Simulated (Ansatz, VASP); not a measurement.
## One calculation of BAs, two programs

The input INCAR:

```
  PREC = Accurate
  ENCUT = 520
  EDIFF = 1E-7
  ISMEAR = 0
  SIGMA = 0.01
  LREAL = False
  LASPH = True
  NELM = 60
  ALGO = Normal
  ISIF = 2
  LWAVE = False
  LCHARG = True
  GGA = PE
  LELF = True
  LVHAR = True
  NBANDS = 11
```

Contents of KPOINTS:

```
Automatic mesh
0
Gamma
  6 6 6
```

Contents of POSCAR:

```
BAs
1.0
    0.0000000000      2.3918676044      2.3918676044
    2.3918676044      0.0000000000      2.3918676044
    2.3918676044      2.3918676044      0.0000000000
B As
1 1
Direct
    0.0000000000      0.0000000000      0.0000000000
    0.2500000000      0.2500000000      0.2500000000
```

Input for Ansatz:

```yaml
crystal:
  lattice:
    - [0.0, 2.3918676044, 2.3918676044]
    - [2.3918676044, 0.0, 2.3918676044]
    - [2.3918676044, 2.3918676044, 0.0]
  atoms:
    - { symbol: B, position: [0.0, 0.0, 0.0] }
    - { symbol: As, position: [0.25, 0.25, 0.25] }
kpoints:
  mp_grid: { grid: [6, 6, 6] }
hamiltonian:
  xc: pbe
scf:
  occupations: { method: fixed }
  n_extra_bands: 4
output:
  forces: true
  stress: true
  eigenvalues: true
  write_density: true
  write_potential: true
  elf: true
  volumetric_format: npy
```

The cell was built by a generator and needn't be a form met in nature.

Alike in both runs: task single point; functional PBE; k mesh 6 × 6 × 6; no spin polarisation.

|  | VASP | Ansatz |
| --- | --- | --- |
| version | VASP 6.6.1 | Ansatz 0.2.0 |
| potentials or method | VASP PAW PBE potentials, release 64 (B, As) | plane waves, PAW |
| plane-wave cutoff (eV) | 520 | 420 |
| occupations | gaussian, width 0.01 eV | fixed |
| valence electrons in the cell | 8 | 18 |

|  | VASP | Ansatz | Ansatz less VASP |
| --- | --- | --- | --- |
| gap on the k mesh at the Fermi level (eV) | 1.28 | 1.28 | +0.008 |
| pressure (GPa) | 2.9 | 2.2 | -0.65 |

The two sets of potentials don't hold the same shells in valence.

A k mesh can miss the band edges. As with any semilocal functional, this PBE gap is likely too small.
